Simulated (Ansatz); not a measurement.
Fe3Ge, 4 atoms in the cell. Symmetry: Fm-3m, No. 225, cubic system. The conventional cell has a = 5.751 Å, b = 5.751 Å, c = 5.751 Å, α = 90.00°, β = 90.00°, γ = 90.00°. Around Ge (site symmetry m-3m) lie 8 Fe at 2.49 Å. Around Fe (site symmetry -43m) lie 4 Ge at 2.49 Å and 4 Fe at 2.49 Å. Fe (site symmetry m-3m) has 8 Fe at 2.49 Å as nearest neighbours. The cell comes from a database or a generator and needn't be the stable form of this composition.

- Program: Ansatz 0.2.0
- Task: relaxation of cell and atoms
- Functional: PBEsol
- Potentials or basis: Ansatz PAW
- Cutoff: 420 eV (not typed: the program's choice for these potentials)
- k mesh: 8 × 8 × 8
- Occupations: fermi-dirac, width 0.05 eV
- Spin: collinear spin, ferromagnetic start
- Starting moments: [0.0, 3.0, 3.0, 3.0] μB

Potentials or basis: Ansatz PAW.

Command:

```console
$ ansatz run input.yaml --threads 2 --pin off --max-ram 5632MiB --backend cpu --events-out ev --progress --plain --runs-dir out
```

Hardware: 2 threads of Intel(R) Xeon(R) Platinum 8259CL CPU @ 2.50GHz (Skylake/Cascade Lake) (shared host).

**Question.** Estimate the wall time of this run.

**Answer.** It took 27 s on 2 threads of Intel(R) Xeon(R) Platinum 8259CL CPU @ 2.50GHz (Skylake/Cascade Lake) (shared host), peak memory 0.49 GiB. Counts: scf iterations 64, plane waves 893, k points 29, bands 43, ion steps 6.
